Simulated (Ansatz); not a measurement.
# SnSe: the cost of one run

Computed with Ansatz 0.2.0 (reference: DFT, PBE, plane waves, PAW, unless a step's input says otherwise).

## (1) The starting structure

Symmetry: I4/mmm, No. 139, tetragonal system. The conventional cell has a = 4.219 Å, b = 4.219 Å, c = 5.993 Å, α = 90.00°, β = 90.00°, γ = 90.00°. Around Sn (site symmetry 4/mmm) lie 6 Se at 2.98 to 3.00 Å. Se (site symmetry 4/mmm) is surrounded by 6 Sn at 2.98 to 3.00 Å.

Coordinates:

```
Sn Se
1.0
     4.21934    0.00000    0.00000
     0.00000    4.21934    0.00000
     0.00000    0.00000    5.99303
Sn Se
2 2
Direct
  0.50000 0.00000 0.25009
  0.00000 0.50000 0.74991
  0.50000 0.00000 0.74990
  0.00000 0.50000 0.25010
```

## (2) The reference run

input.yaml

```yaml
crystal:
  lattice:
    - [4.2193393516, 0.0, 0.0]
    - [0.0, 4.2193393516, 0.0]
    - [0.0, 0.0, 5.9930255593]
  atoms:
    - { symbol: Sn, position: [0.5, 0.0, 0.2500915766] }
    - { symbol: Sn, position: [0.0, 0.5, 0.7499084234] }
    - { symbol: Se, position: [0.5, 0.0, 0.7498972969] }
    - { symbol: Se, position: [0.0, 0.5, 0.2501027031] }
kpoints:
  mp_grid: { grid: [4, 4, 4] }
hamiltonian:
  xc: pbe
scf:
  occupations: { method: fixed }
  n_extra_bands: 5
output:
  forces: true
  stress: true
  eigenvalues: true
  write_density: true
  write_potential: true
  elf: true
  volumetric_format: npy
```

Run with:

```sh
$ ansatz run input.yaml --threads 4 --pin off --max-ram 4608MiB --backend cpu --events-out ev --progress --plain --runs-dir out
```

Q: Estimate wall time and peak memory on 4 threads of Arm Neoverse N1, shared host.

About 3.3 s, with a peak of 0.44 GiB.
